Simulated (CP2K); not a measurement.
Runs of CP2K 2026.2 on Se. The structure is trigonal, space group P3_121 (No. 152). The conventional cell has a = 4.366 Å, b = 4.366 Å, c = 4.954 Å, α = 90.00°, β = 90.00°, γ = 120.00°. Se (site symmetry 2) has 2 Se at 2.37 Å as nearest neighbours. 

| level | potentials or basis | smearing | EPS_DEFAULT | NGRIDS | basis sets | potentials | points a segment of the path (NPOINTS) | gap on the mesh (eV) | pressure (GPa) | largest force (eV/Å) |
| --- | --- | --- | --- | --- | --- | --- | --- | --- | --- | --- |
| LDA | GTH_POTENTIALS Se GTH-PADE-q6; TZVP-MOLOPT-PBE-GTH basis | fermi-dirac 0.05 eV | 1.0E-9 | 4 | Se TZVP-MOLOPT-PBE-GTH-q6 | Se GTH-PADE-q6 of GTH_POTENTIALS | 6 | 1.11 | -0.4 | (b) |
| TB-mBJ | POTENTIAL_UZH Se GTH-PBE-q6; TZVP-MOLOPT-PBE-GTH basis | fermi-dirac 0.05 eV | 1.0E-9 | 4 | Se TZVP-MOLOPT-PBE-GTH-q6 | Se GTH-PBE-q6 of POTENTIAL_UZH | 10 | 1.48 | - | - |
| TB-mBJ | POTENTIAL_UZH Se GTH-PBE-q6; TZVP-MOLOPT-PBE-GTH basis | fermi-dirac 0.05 eV | 1.0E-9 | 4 | Se TZVP-MOLOPT-PBE-GTH-q6 | Se GTH-PBE-q6 of POTENTIAL_UZH | 6 | 1.48 | - | - |
| r2SCAN | POTENTIAL_UZH Se GTH-SCAN-q6; TZVP-MOLOPT-SCAN-GTH basis | fermi-dirac 0.05 eV | 1.0E-9 | 4 | Se TZVP-MOLOPT-SCAN-GTH-q6 | Se GTH-SCAN-q6 of POTENTIAL_UZH | 6 | 1.39 | (a) | 0.17 |
| PBEsol | POTENTIAL_UZH Se GTH-PBE-q6; TZVP-MOLOPT-PBE-GTH basis | fermi-dirac 0.1 eV | 1.0E-10 | 5 | Se TZVP-MOLOPT-PBE-GTH-q6 | Se GTH-PBE-q6 of POTENTIAL_UZH | 8 | 1.10 | (c) | 0.74 |

Alike in all rows: task band structure; no spin polarisation; cell as given; k mesh 7 × 7 × 6.

Q: Estimate the missing entries.

A: (a) 1.4; (b) 0.41; (c) 1.9.

Caveats: the mesh misses the band edges, which the band path finds closer together; the basis of atomic orbitals isn't converged, which shifts pressures, moduli and gaps; the potentials were made for another functional, which shifts forces and pressure (some runs); this is a model potential without an energy functional, so only levels have meaning (some runs).

A k mesh can miss the band edges, and the runs leave out spin-orbit coupling on Se.

Not every run made on this cell is shown here.
